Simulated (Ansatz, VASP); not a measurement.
# TiO2 in VASP and in Ansatz

Contents of INCAR:

```
PREC = Accurate
ENCUT = 520
EDIFF = 1E-6
ISMEAR = 0
SIGMA = 0.015
LREAL = False
LASPH = True
NELM = 60
ALGO = Normal
ISIF = 2
LWAVE = False
LCHARG = False
GGA = PE
```

KPOINTS

```
regular mesh
0
Gamma
  6 6 9
```

The input POSCAR:

```
TiO2
1.0
    4.5998373239      0.0000000000      0.0000000000
    0.0000000000      4.5998373239      0.0000000000
    0.0000000000      0.0000000000      2.9592135600
Ti O
2 4
Direct
    0.0000000000      0.0000000000      0.5000000000
    0.5000000000      0.5000000000      0.0000000000
    0.3043213200      0.3043213200      0.5000000000
    0.1956786800      0.8043213200      0.0000000000
    0.8043213200      0.1956786800      0.0000000000
    0.6956786800      0.6956786800      0.5000000000
```

File input.yaml:

```yaml
crystal:
  lattice:
    - [4.5998373239, 0.0, 0.0]
    - [0.0, 4.5998373239, 0.0]
    - [0.0, 0.0, 2.95921356]
  atoms:
    - { symbol: Ti, position: [0.0, 0.0, 0.5] }
    - { symbol: Ti, position: [0.5, 0.5, 0.0] }
    - { symbol: O, position: [0.30432132, 0.30432132, 0.5] }
    - { symbol: O, position: [0.19567868, 0.80432132, 0.0] }
    - { symbol: O, position: [0.80432132, 0.19567868, 0.0] }
    - { symbol: O, position: [0.69567868, 0.69567868, 0.5] }
hamiltonian:
  xc: pbe
  pseudopotentials: { kind: paw }
kpoints:
  mp_grid: { grid: [6, 6, 9] }
scf:
  occupations: { method: gaussian, width: 0.015 }
output:
  forces: true
  stress: true
  eigenvalues: true
```

The cell is a database's computed one.

Alike in both runs: task single point; functional PBE; k mesh 6 × 6 × 9; occupations gaussian, width 0.015 eV; no spin polarisation.

|  | VASP | Ansatz |
| --- | --- | --- |
| version | VASP 6.6.1 | Ansatz 0.2.0 |
| potentials or method | VASP PAW PBE potentials, release 64 (Ti_sv, O) | Ansatz PAW |
| plane-wave cutoff (eV) | 520 | 420 |
| valence electrons in the cell | 48 | 48 |

Ansatz gave:

- gap on the k mesh at the Fermi level (eV): 1.87
- least direct gap on the mesh (eV): 1.87
- pressure (GPa): 4.2
- largest component of the traceless stress (GPa): 0.55
- rms of the force components (eV/Å): 0.002

Estimate VASP's values.

gap on the k mesh at the Fermi level (eV): 1.84; least direct gap on the mesh (eV): 1.84; pressure (GPa): 4.9; largest component of the traceless stress (GPa): 0.35; rms of the force components (eV/Å): 0.010.

Atom by atom the forces differ by 0.012 eV/Å (rms over components). With one functional, cell and mesh, what is left measures potentials, basis and numerics.

Caveats: an odd mesh through Γ misses points on the zone boundary, where band edges often lie (VASP); odd divisions of the mesh miss points on the zone boundary, where band edges often lie, so the gap on the mesh can be too wide (Ansatz); the pressure holds a Pulay correction of +0.7 GPa for the finite cutoff (Ansatz).
